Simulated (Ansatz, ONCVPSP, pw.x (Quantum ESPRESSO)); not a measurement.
Which Ba potential is closest to all-electron in the fcc crystal?

All use PBE, scalar-relativistic, no spin, cutoffs from each file’s atomic test, pw.x 7.5; 9³ k-points, Fermi–Dirac smearing 0.01 Ry. Δ is the rms difference from all-electron LAPW of the E(V) curves that follow from fits to the pressures, over ±6 % in volume. Mesh and smearing are coarse and serve the comparison alone. The files are a selection: those with a ghost or negative overlap were mostly not run, and those with noisy or unconverged pressures or nearly equal Δ are left out.

All-electron: a0 = 6.363 Å (V0 = 64.40 Å³/atom), B0 = 8.0 GPa.

Problem. Rank them by Δ, smallest first.
A. optimised norm-conserving Vanderbilt (ONCV), ONCVPSP 4.0.1, PBE; core [Kr] 4d10, reference 5s2 5p6 6s2; waves: 5s+6s: rc 2.60 bohr, ncon 4, nbas 9, qcut 3.6 1/bohr, 2 projectors; 5p: rc 3.05 bohr, ncon 4, nbas 8, qcut 4.6 1/bohr, 2 projectors, debl 0.6 Ha; d scattering state at 0.04 Ha: rc 3.05 bohr, ncon 4, nbas 9, qcut 3.2 1/bohr, 1 projector; local part: polynomial inside 2.50 bohr (lpopt 5, dvloc0 2 Ha); core correction: Teter function, fcfact 2, rcfact 1.5. In the p channel the program set the typed energies aside and used -0.689, 0.250 Ha. In the d channel the program set the typed energies aside and used 0.050 Ha.
B. optimised norm-conserving Vanderbilt (ONCV), ONCVPSP 4.0.1, PBE; core [Kr] 4d10, reference 5s2 5p6 6s2; waves: 5s+6s: rc 2.60 bohr, ncon 4, nbas 7, qcut 5.7 1/bohr, 2 projectors; 5p: rc 2.50 bohr, ncon 4, nbas 8, qcut 6.4 1/bohr, 2 projectors, debl 3.4 Ha; d scattering state at 0.18 Ha: rc 2.10 bohr, ncon 3, nbas 6, qcut 4.8 1/bohr, 1 projector; local part: polynomial inside 1.90 bohr (lpopt 2, dvloc0 0 Ha); core correction: Teter function, fcfact 2.25, rcfact 1.15. In the d channel the program set the typed energies aside and used 0.050 Ha.
C. optimised norm-conserving Vanderbilt (ONCV), ONCVPSP 4.0.1, PBE; core [Kr] 4d10, reference 5s2 5p6 6s2; waves: 5s+6s: rc 2.90 bohr, ncon 4, nbas 7, qcut 4.5 1/bohr, 2 projectors; 5p: rc 2.25 bohr, ncon 4, nbas 7, qcut 5.5 1/bohr, 2 projectors, debl 1.1 Ha; d scattering state at 0.03 Ha: rc 2.50 bohr, ncon 4, nbas 8, qcut 4 1/bohr, 1 projector; local part: polynomial inside 2.10 bohr (lpopt 5, dvloc0 6 Ha); core correction: Teter function, fcfact 1.5, rcfact 1. In the d channel the program set the typed energies aside and used 0.050 Ha.

Solution. B (0.2 meV/atom), C (0.5 meV/atom), A (0.9 meV/atom).
